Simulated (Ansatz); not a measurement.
SrF$_{2}$ (fluorite, Fm-3m), a = b = c = 5.663 Å, α = β = γ = 90.00°; the cell used has 3 atoms.

Relaxed with LDA.

Problem. Give the optical modes at the zone centre with their infrared and Raman activity from DFPT, LDA (plane waves, PAW; program Ansatz).

Solution. Transverse frequencies, without the LO–TO term; a row sums one degenerate level.

| ω (cm⁻¹) | degeneracy | IR ((D/Å)²/amu) | Raman (Å⁴/amu) | activity | symmetry |
|---|---|---|---|---|---|
| 236 | 3 | 15.44 | 0 | IR | T1u |
| 301 | 3 | 0.00 | 2.9 | Raman | T2g |

Problem. How high does the top mode go among those that the LO–TO term moves?

Solution. 399 cm⁻¹ for q along x.

The cell was relaxed with LDA under the symmetry of its start; phonons on a q-mesh show no instability.

Potentials: the later of the program's two PAW sets.
